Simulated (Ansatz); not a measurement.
# Equation of state of ZnO

```yaml
crystal:
  lattice:
    - [0.00000, 2.14000, 2.14000]
    - [2.14000, 0.00000, 2.14000]
    - [2.14000, 2.14000, 0.00000]
  atoms:
    - { symbol: Zn, position: [0.00000, 0.00000, 0.00000] }
    - { symbol: O, position: [0.50000, 0.50000, 0.50000] }
```

Conventional cell: a = 4.280 Å, b = 4.280 Å, c = 4.280 Å, α = 90.00°, β = 90.00°, γ = 90.00°. Zn (atom 1) has 6 O at 2.14 Å as nearest neighbours. O (atom 2) has 6 Zn at 2.14 Å as nearest neighbours.

The geometry is COD entry 1534836, unchecked; take it as a test cell.

Methods: DFT, PBE, all-electron LAPW, scalar-relativistic (Ansatz 0.2.0); DFT, PBE, PAW with Ansatz's default frozen-core files, scalar-relativistic (Ansatz 0.2.0).

For LAPW: a Γ-centred 10×10×10 k mesh, Fermi–Dirac smearing of 0.03 eV, basis error target 1 meV/atom, no spin polarisation. PAW takes a cutoff of 420 eV at this cell. The Ansatz runs share mesh, smearing and spin set-up. Plane-wave (PAW) pressures include the program's estimate of the Pulay term.

The cell above is scaled evenly, with fractional coordinates and shape held.

```
V/V(cell)  V (Å³/atom)  P, LAPW (GPa)  P, PAW (GPa)  gap on the k mesh, LAPW (eV)  free energy over the lowest listed, PAW (meV/atom)
   0.9500        9.310          17.13         17.31                          1.17                                                41.2
   0.9750        9.555              ?             ?                             ?                                                   ?
   1.0000        9.800           6.10          6.24                          0.92                                                 5.9
   1.0250       10.045           1.61          1.72                          0.81                                                 0.0
   1.0500       10.290          -2.33         -2.24                          0.70                                                 0.4
```

(1) Fill in the row V/V(cell) = 0.9750.

(2) What do Birch–Murnaghan fits to the pressures give?

## Answers

(1) P, LAPW (GPa) = 11.25, P, PAW (GPa) = 11.40, gap on the k mesh, LAPW (eV) = 1.04, free energy over the lowest listed, PAW (meV/atom) = 19.3.

(2) LAPW: V0 = 10.14 Å³/atom, B0 = 165 GPa, B0′ = 4.5; PAW: V0 = 10.15 Å³/atom, B0 = 165 GPa, B0′ = 4.5.
